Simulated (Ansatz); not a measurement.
Li in Ansatz: the effect of target pressure

Li:

```
Li
1.0
    -1.75465    1.75465    1.75465
     1.75465   -1.75465    1.75465
     1.75465    1.75465   -1.75465
Li
1
Direct
  0.00000 0.00000 0.00000
```

Alike in all runs:

```yaml
Program: Ansatz 0.2.0
Task: relaxation of cell and atoms
Functional: r2SCAN
Potentials_or_basis: Ansatz PAW
Cutoff: "500 eV (not typed: the program's choice for these potentials)"
k_mesh: 11 × 11 × 11
Occupations: fermi-dirac, width 0.05 eV
Spin: no spin polarisation
```

Each run relaxes the cell or the atoms first.

```tsv
target pressure	relaxed volume (Å³/atom)
0 GPa	20.98
2 GPa	18.56
5 GPa	16.33
10 GPa	14.15
20 GPa	?
30 GPa	10.39
```

Q: What does the run with target pressure 20 GPa give?

A: Relaxed volume 11.76 Å³/atom.

Worked out: In Murnaghan's law V^(-B') rises as a straight line in P. The other rows fit best with B' = 2.8, V0 = 21.06 Å³/atom and B0 = 14 GPa, which gives 11.73 Å³/atom at 20 GPa, against the run's 11.76.

Caveats: the plane-wave basis is chosen anew once the cell has moved, so the energies of steps on either side of that aren't comparable; the PAW data sets were made with another functional, which shifts forces and pressure a little; the volume moved by over 15 % at a fixed basis, so the end points are rough (some runs).
